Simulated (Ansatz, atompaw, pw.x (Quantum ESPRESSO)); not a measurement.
## What a changed setting does to a pw.x run (fcc Si)

Potential: PAW, atompaw 4.2.0.5, PBE; core [Ne], reference 3s2 3p2; waves: 3s (bound): rc 2.00 bohr; 3s channel at 0.05 Ry: rc 1.50 bohr; 3p (bound): rc 2.00 bohr; 3p channel at 4 Ry: rc 2.00 bohr; 3d channel at 0.5 Ry: rc 2.00 bohr; 3d channel at -0.09 Ry: rc 2.00 bohr; local part: ultrasoft scheme with l = 3 at -0.5 Ry, radius 1.50 bohr; core correction: smooth core density matched at 2.00 bohr; augmentation: sinc compensation charge, radius 1.90 bohr; PAW radius 2.00 bohr; waves and projectors: custom polynom2 7 10 vanderbiltortho.

The reference run (k-mesh 15³, cutoffs 40/400 Ry, Fermi–Dirac 0.01 Ry, mixing_beta 0.4, conv_thr 1e-9, no spin) gives 0.32 GPa at 14.425 Å³/atom, where all-electron LAPW gives 0.32 GPa. This run, with its own iteration cap, changes degauss to 0.002.

```
&control
  calculation='scf', prefix='x', pseudo_dir='./', outdir='./tmp', tstress=.true., disk_io='none'
/
&system
  ibrav=0, nat=1, ntyp=1, ecutwfc=40, ecutrho=400, nbnd=9,
  occupations='smearing', smearing='fd', degauss=0.002
/
&electrons
  conv_thr=1e-09, mixing_beta=0.4, electron_maxstep=60
/
ATOMIC_SPECIES
Si 1.0 Si.UPF
CELL_PARAMETERS angstrom
  0.00000000 1.93209559 1.93209559
  1.93209559 0.00000000 1.93209559
  1.93209559 1.93209559 0.00000000
ATOMIC_POSITIONS crystal
Si 0.0000 0.0000 0.0000
K_POINTS automatic
15 15 15 0 0 0
```

```bash
pw.x < Si.scf.in > Si.scf.out
```

How does the run end?

It converges in 6 iterations; the free energy moves by +14.4 meV/atom and the pressure by -0.16 GPa. In a metal, with Fermi–Dirac smearing, F lies below its zero-width value by a term in the square of the width.

```
Message from routine setup:
     using ibrav=0 with symmetry is DISCOURAGED, use correct ibrav instead
     lattice parameter (alat)  =       5.1635  a.u.
     unit-cell volume          =      97.3447 (a.u.)^3
     number of electrons       =         4.00
     number of Kohn-Sham states=            9
     kinetic-energy cutoff     =      40.0000  Ry
     charge density cutoff     =     400.0000  Ry
     scf convergence threshold =      1.0E-09
     Exchange-correlation= SLA PW PBX PBC
     number of k points=   120  Fermi-Dirac smearing, width (Ry)=  0.0020
     iteration #  1     ecut=    40.00 Ry     beta= 0.40
     total energy              =     -46.68741212 Ry
     estimated scf accuracy    <       0.00416395 Ry
     iteration #  2     ecut=    40.00 Ry     beta= 0.40
     negative rho (up, down):  1.075E-06 0.000E+00
     total energy              =     -46.68720739 Ry
     estimated scf accuracy    <       0.00125613 Ry
     iteration #  3     ecut=    40.00 Ry     beta= 0.40
     negative rho (up, down):  1.468E-06 0.000E+00
     total energy              =     -46.68728398 Ry
     estimated scf accuracy    <       0.00000525 Ry
     iteration #  4     ecut=    40.00 Ry     beta= 0.40
     negative rho (up, down):  1.570E-06 0.000E+00
     total energy              =     -46.68728512 Ry
     estimated scf accuracy    <       0.00000003 Ry
     iteration #  5     ecut=    40.00 Ry     beta= 0.40
     negative rho (up, down):  1.606E-06 0.000E+00
     total energy              =     -46.68728517 Ry
     estimated scf accuracy    <          4.9E-09 Ry
     iteration #  6     ecut=    40.00 Ry     beta= 0.40
     negative rho (up, down):  1.603E-06 0.000E+00
     the Fermi energy is    10.7511 ev
!    total energy              =     -46.68728517 Ry
     estimated scf accuracy    <          2.1E-10 Ry
     smearing contrib. (-TS)   =      -0.00011335 Ry
     convergence has been achieved in   6 iterations
     negative rho (up, down):  1.603E-06 0.000E+00
          total   stress  (Ry/bohr**3)                   (kbar)     P=        1.61
     Message from routine punch:
     Nothing written, as per user request (disk_io='none')
```

The run took about 8.1 s on one core of a shared server CPU.
